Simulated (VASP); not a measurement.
A VASP 6.6.1 single-point calculation on SrTiO₃

INCAR

```
EDIFF = 1E-7
ISIF = 2
NSW = 0
NELM = 69
SIGMA = 2
GGA = PE
PREC = Accurate
LCHARG = .FALSE.
ENCUT = 520
ISMEAR = 1
LWAVE = .FALSE.
LASPH = .TRUE.
LREAL = .FALSE.
NBANDS = 28
IBRION = -1
```

KPOINTS

```
KPOINTS created by Atomic Simulation Environment
0
Gamma
6 6 6
0 0 0
```

POSCAR

```
Sr Ti O
 1.0000000000000000
     3.9068515015636387    0.0000000000000000    0.0000000000000000
     0.0000000000000000    3.9068515015636387    0.0000000000000000
     0.0000000000000000    0.0000000000000000    3.9068515015636387
 Sr  Ti  O
   1   1   3
Cartesian
  0.0000000000000000 -0.0000000000000000  0.0000000000000000
  1.9534257507818193  1.9534257507818193  1.9534257507818193
  1.9534257507818193  1.9534257507818193 -0.0000000000000000
  1.9534257507818193  0.0000000000000000  1.9534257507818193
  0.0000000000000000  1.9534257507818193  1.9534257507818193
```

The recommended PBE PAW datasets give the neutral cell 40 valence electrons.

Command

```
mpirun -np 1 vasp_std
```

OSZICAR

```
N       E                     dE             d eps       ncg     rms          rms(c)
DAV:   1     0.437820359456E+03    0.43782E+03   -0.21697E+04  1120   0.159E+03
DAV:   2    -0.323953030821E+00   -0.43814E+03   -0.41599E+03  1252   0.440E+02
DAV:   3    -0.471904883149E+02   -0.46867E+02   -0.46738E+02  1488   0.140E+02
DAV:   4    -0.496965887863E+02   -0.25061E+01   -0.25003E+01  1704   0.273E+01
DAV:   5    -0.497675025966E+02   -0.70914E-01   -0.70896E-01  1528   0.392E+00    0.267E+01
DAV:   6    -0.394796738692E+02    0.10288E+02   -0.51354E+01  1568   0.640E+01    0.146E+01
DAV:   7    -0.396426078654E+02   -0.16293E+00   -0.72888E+00  1476   0.205E+01    0.110E+01
DAV:   8    -0.396040969458E+02    0.38511E-01   -0.19311E+00  1360   0.145E+01    0.435E+00
DAV:   9    -0.394781028858E+02    0.12599E+00   -0.63330E-01  1460   0.713E+00    0.115E+00
DAV:  10    -0.394858500240E+02   -0.77471E-02   -0.10647E-01  1540   0.215E+00    0.135E+00
DAV:  11    -0.394711843750E+02    0.14666E-01   -0.59910E-02  1228   0.282E+00    0.226E-01
DAV:  12    -0.394706019331E+02    0.58244E-03   -0.43135E-03  1328   0.666E-01    0.937E-02
DAV:  13    -0.394705326242E+02    0.69309E-04   -0.43932E-04  1548   0.196E-01    0.463E-02
DAV:  14    -0.394705417421E+02   -0.91179E-05   -0.51116E-05  1444   0.606E-02    0.306E-02
DAV:  15    -0.394705383773E+02    0.33648E-05   -0.42704E-05  1552   0.644E-02    0.159E-02
DAV:  16    -0.394705362628E+02    0.21145E-05   -0.86480E-06  1580   0.231E-02    0.570E-03
DAV:  17    -0.394705361093E+02    0.15348E-06   -0.12106E-06  1308   0.697E-03    0.200E-03
DAV:  18    -0.394705360643E+02    0.45000E-07   -0.20953E-07   968   0.501E-03
   1 F= -.39470536E+02 E0= -.39969078E+02  d E =0.149562E+01
```

Standard output (part)

```
POSCAR found type information on POSCAR SrTiO
 POSCAR found :  3 types and       5 ions
 LDA part: xc-table for (Slater+PW92), standard interpolation
 POSCAR, INCAR and KPOINTS ok, starting setup
 WAVECAR not read
 entering main loop
```

It converged. Results: gap between bands v and c on the k mesh 1.72 eV; least direct gap on the k mesh 2.08 eV; pressure 2.0 GPa. Band v is the last that the valence electrons fill when counted band by band, and c is the next.

Q: Why shouldn't this run be trusted?

A: Smearing far too wide. On sound settings PBE gives a gap of 1.85 eV on its mesh and a pressure of 4.7 GPa for the intended cell. This run's energy (σ→0) differs from it by 22 meV an atom.
